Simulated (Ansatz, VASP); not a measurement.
This is a calculation of SiC for Ansatz 0.2.0.

File input.yaml:

```yaml
crystal:
  lattice:
    - [3.0341256196, 0.0, 0.0]
    - [-1.5170628097, 2.6276298648, 0.0]
    - [0.0, 0.0, 9.9345399781]
  atoms:
    - { symbol: Si, position: [0.0, 0.0, 0.18789438] }
    - { symbol: Si, position: [0.0, 0.0, 0.68789438] }
    - { symbol: Si, position: [0.3333333333, 0.6666666667, 0.43784198] }
    - { symbol: Si, position: [0.6666666667, 0.3333333333, 0.93784198] }
    - { symbol: C, position: [0.0, 0.0, 0.00046005] }
    - { symbol: C, position: [0.0, 0.0, 0.50046005] }
    - { symbol: C, position: [0.3333333333, 0.6666666667, 0.24980259] }
    - { symbol: C, position: [0.6666666667, 0.3333333333, 0.74980259] }
hamiltonian:
  xc: pbe
  pseudopotentials: { kind: paw, source: ansatz }
kpoints:
  mp_grid: { grid: [10, 10, 3] }
scf:
  occupations: { method: fermi_dirac, width: 0.05 }
output:
  forces: true
  stress: true
  eigenvalues: true
```

Potentials or basis: Ansatz PAW earlier set.

Run with:

```sh
$ ansatz run input.yaml --threads 2 --pin off --max-ram 5120MiB --backend cpu --events-out ev --progress --plain --runs-dir out
```

**Question.** Set up the same calculation for VASP 6.6.1. Potentials there: VASP PAW PBE potentials, release 64 (Si, C).

**Answer.** As run (the cutoff follows the program's own potentials):

The input INCAR:

```
  PREC = Accurate
  ENCUT = 520
  EDIFF = 1E-6
  ISMEAR = -1
  SIGMA = 0.05
  LREAL = F
  LASPH = T
  NELM = 80
  ALGO = Normal
  ISIF = 2
  LWAVE = F
  LCHARG = T
  GGA = PE
  LELF = T
  LVHAR = T
  NBANDS = 26
```

File KPOINTS:

```
regular mesh
0
Gamma
  10 10 3
```

File POSCAR:

```
SiC
1.0
    3.0341256196      0.0000000000      0.0000000000
   -1.5170628097      2.6276298648      0.0000000000
    0.0000000000      0.0000000000      9.9345399781
Si C
4 4
Direct
    0.0000000000      0.0000000000      0.1878943800
    0.0000000000      0.0000000000      0.6878943800
    0.3333333333      0.6666666667      0.4378419800
    0.6666666667      0.3333333333      0.9378419800
    0.0000000000      0.0000000000      0.0004600500
    0.0000000000      0.0000000000      0.5004600500
    0.3333333333      0.6666666667      0.2498025900
    0.6666666667      0.3333333333      0.7498025900
```

Potentials or basis: VASP PAW PBE potentials, release 64 (Si, C).

Run with:

```bash
$ cat potpaw_PBE.64/Si/POTCAR potpaw_PBE.64/C/POTCAR > POTCAR
$ mpirun -np 1 vasp_std > vasp.out
```

Both were run:

|  | VASP | Ansatz | Ansatz less VASP |
| --- | --- | --- | --- |
| gap on the k mesh at the Fermi level (eV) | 2.23 | 2.23 | +0.001 |
| least direct gap on the mesh (eV) | 3.36 | 3.37 | +0.006 |
| pressure (GPa) | 13.9 | 14.0 | +0.06 |
| largest component of the traceless stress (GPa) | 0.19 | 0.19 | -0.005 |
| rms of the force components (eV/Å) | 0.007 | 0.007 | +0.0001 |

Atom by atom the forces differ by 0.000 eV/Å (rms over components). With one functional, cell and mesh, what is left measures potentials, basis and numerics.

Caveats: an odd mesh through Γ misses points on the zone boundary, where band edges often lie (VASP); odd divisions of the mesh miss points on the zone boundary, where band edges often lie, so the gap on the mesh can be too wide (Ansatz). Expect the measured gap to be larger: semilocal functionals such as PBE lack the derivative discontinuity.
